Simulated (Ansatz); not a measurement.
# A computed series for ZnSiP2: pressure series

The parent structure is ZnSiP$_{2}$ in the chalcopyrite structure (space group I-42d, No. 122; a = 5.353 Å, c = 10.445 Å).

Cell and atoms are relaxed at each pressure.

Level of theory: plane-wave PAW DFT at the PBEsol level (Ansatz, a first-principles code, 420 eV), without spin-orbit coupling.

```json
[
 {"pressure (GPa)": "-2", "volume per atom (Å³/atom)": "19.135"},
 {"pressure (GPa)": "-1", "volume per atom (Å³/atom)": "18.913"},
 {"pressure (GPa)": "0", "volume per atom (Å³/atom)": "18.707"},
 {"pressure (GPa)": "2.1", "volume per atom (Å³/atom)": "18.307"},
 {"pressure (GPa)": "4.5", "volume per atom (Å³/atom)": "17.902"},
 {"pressure (GPa)": "9", "volume per atom (Å³/atom)": "17.250"},
 {"pressure (GPa)": "15", "volume per atom (Å³/atom)": "?"},
 {"pressure (GPa)": "22.5", "volume per atom (Å³/atom)": "15.815"},
 {"pressure (GPa)": "30", "volume per atom (Å³/atom)": "15.223"}
]
```

Fit the third-order Birch–Murnaghan form P(V) = (3B₀/2)[(V₀/V)^(7/3) − (V₀/V)^(5/3)]·[1 + (3/4)(B₀′ − 4)((V₀/V)^(2/3) − 1)] (squares taken in P) to the rows shown and predict the withheld row.

Least squares on the printed values gives V₀ = 18.707 Å³/atom, B₀ = 93.1 GPa, B₀′ = 4.3; this predicts 16.536 Å³/atom, and the run gives 16.537 Å³/atom, in agreement.

Load acts through the strain it causes; cell and atoms are relaxed under it. Stability against distortions was not tested. No other phases were tried under pressure.
